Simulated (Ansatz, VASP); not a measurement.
B3As2: VASP beside Ansatz

Contents of INCAR:

```
PREC     = Accurate       # precision mode
ENCUT    = 600            # plane-wave cutoff, eV
EDIFF    = 1E-6           # SCF threshold, eV
ISMEAR   = 0              # smearing method
SIGMA    = 0.1            # smearing width, eV
LREAL    = False          # projectors in reciprocal space
LASPH    = True           # aspherical terms in the spheres
NELM     = 100            # most SCF steps
ALGO     = Normal         # electronic algorithm
ISIF     = 3              # what is computed and relaxed
LWAVE    = False          # write WAVECAR
LCHARG   = False          # write CHGCAR
GGA      = PE             # functional
IBRION   = 2              # ionic algorithm
NSW      = 90             # ionic steps
EDIFFG   = -0.04          # ionic threshold
```

The input KPOINTS:

```
Automatic mesh
0
Gamma
  4 4 6
```

Contents of POSCAR:

```
B3As2
1.0
    3.2934355400     -3.5994098400      0.0000000000
    3.2934355400      3.5994098400      0.0000000000
    0.0000000000      0.0000000000      3.6490954800
B As
3 2
Direct
    0.8977120200      0.8977120200      0.0000000000
    0.1022879800      0.1022879800      0.0000000000
    0.5000000000      0.5000000000      0.5000000000
    0.0000000000      0.5000000000      0.0000000000
    0.5000000000      0.0000000000      0.0000000000
```

Input for Ansatz:

```yaml
crystal:
  lattice:
    - [3.29343554, -3.59940984, 0.0]
    - [3.29343554, 3.59940984, 0.0]
    - [0.0, 0.0, 3.64909548]
  atoms:
    - { symbol: B, position: [0.89771202, 0.89771202, 0.0] }
    - { symbol: B, position: [0.10228798, 0.10228798, 0.0] }
    - { symbol: B, position: [0.5, 0.5, 0.5] }
    - { symbol: As, position: [0.0, 0.5, 0.0] }
    - { symbol: As, position: [0.5, 0.0, 0.0] }
basis:
  ecutwfc: 420
kpoints:
  mp_grid: { grid: [4, 4, 6] }
hamiltonian:
  xc: pbe
scf:
  occupations: { method: gaussian, width: 0.1 }
  lower_state_search: "off"
output:
  forces: true
  stress: true
  eigenvalues: true
relax:
  adjacent_minimum: "off"
  f_tol: 0.04
  max_steps: 70
  cell: { stress_tol: 0.4 }
```

Alike in both runs: task relaxation of cell and atoms; functional PBE; k mesh 4 × 4 × 6; occupations gaussian, width 0.1 eV; no spin polarisation.

|  | VASP | Ansatz |
| --- | --- | --- |
| version | VASP 6.6.1 | Ansatz 0.2.0 |
| potentials or method | VASP PAW PBE potentials, release 64 (B, As) | scalar-relativistic, plane waves, PAW |
| plane-wave cutoff (eV) | 600 | 420 |
| valence electrons in the cell | 19 | 39 |

|  | VASP | Ansatz | Ansatz less VASP |
| --- | --- | --- | --- |
| gap on the k mesh at the Fermi level, each at its own relaxed structure (eV) | none | none | - |
| relaxed volume (Å³/atom) | 13.33 | 13.73 | +0.402 |
| relaxed cell length with the largest relative difference (Å) | 2.449 | 2.744 | +0.2951 |
| energy change over the relaxation (meV/atom) | -482 | -454 | +27.7 |

A gap of «none» marks a metal or a gap that the smearing closes. One of these differences is far larger than is usual between the two programs; its cause wasn't traced. The two sets of potentials don't hold the same shells in valence.

Caveats: the volume moved by over 15 % at a fixed basis, so the end points are rough (VASP).
